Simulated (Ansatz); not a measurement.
## How SiO$_{2}$ stores the work of compression

The calculation used DFT PBE, scalar-relativistic, plane waves, PAW in Ansatz. Settings: 420 eV cutoff, 6×6×6 k-mesh, Gaussian smearing of 0.02 eV, no spin polarisation.

Starting point, cell and atoms relaxed:

```xyz
12
Lattice="-4.5053 4.5053 2.6365 4.5053 -4.5053 2.6365 4.5053 4.5053 -2.6365" Properties=species:S:1:pos:R:3 pbc="T T T"
Si    1.5942    1.5942    0.0000
Si   -2.9110    2.9110    2.6365
Si    2.9110   -2.9110    2.6365
Si    2.9110    2.9110    2.6365
O     2.2526    2.2526    1.3183
O     2.2526   -2.2526    1.3183
O    -2.2526    2.2526    1.3183
O     2.2526    2.2526   -1.3183
O     1.8873    0.0000    0.0000
O     0.0000    7.1232    0.0000
O     0.0000    1.8873    0.0000
O     7.1232    0.0000    0.0000
```

Cell and atoms were relaxed at each target pressure within the start's symmetry (I4/mmm), at zero temperature; other phases can be more stable under pressure. H = E + PV with P the target; E is the free energy at the smearing used, whose derivative the pressure is, per atom and counted from zero pressure.

```
P (GPa) V (Å³/atom) E − E0 (meV) H − H0 (meV)
      0       17.838           0.0           0.0
      1       17.696           0.4         110.9
      4       17.302           6.5         438.5
     12       16.396          51.0        1279.0
     25       15.081         202.3        2555.6
```

**Question.** Thermodynamics gives dH/dP = V along a relaxed path. Integrate V over P by the trapezoid rule and compare with the computed enthalpies.

**Answer.** With 1 eV/Å³ = 160.22 GPa, each step adds the mean volume times ΔP / 160.22:
| P (GPa) | ∫V dP (meV) | H − H0 (meV) | difference (meV) |
| --- | --- | --- | --- |
| 1 | 110.9 | 110.9 | 0.0 |
| 4 | 438.5 | 438.5 | 0.1 |
| 12 | 1279.8 | 1279.0 | 0.8 |
| 25 | 2556.9 | 2555.6 | 1.3 |

V(P) curves upward, so the trapezoid rule runs high; integrating a smooth curve through the same points (P as a polynomial of degree 4 in ln V) puts that excess at about 0.9 meV at 25 GPa, against the 1.3 meV found.

**Question.** At 25 GPa, how much of the enthalpy change is stored energy and how much is the PV term?

**Answer.** E rises by 202 meV/atom and PV is 25 × 15.081 / 160.22 = 2353 meV/atom, so PV makes 92 % of ΔH. So between rival structures at high pressure a small difference in volume can outweigh the difference in energy: 1 % of this volume is worth 23.5 meV/atom at this pressure.

**Question.** What bulk modulus do the lowest pressures give?

**Answer.** From the pressures that the runs reached, -1.01 GPa (17.978 Å³) and 1.00 GPa (17.696 Å³), B = −ΔP/Δln V = 2.01 / 0.0158 = 127 GPa, a mean over that range.

**Question.** The gap is 5.329 eV at -1.01 GPa and 5.382 eV at 1.00 GPa. What pressure coefficient and volume deformation potential follow?

**Answer.** dE_g/dP = 26.4 meV/GPa, and a_V = dE_g/d ln V = −B dE_g/dP = -3.34 eV. The band edges lie at other k points in the two runs, so this is a mean over different edges. Gaps are Kohn–Sham gaps over the whole zone.

This form isn't the usual stable structure of the compound.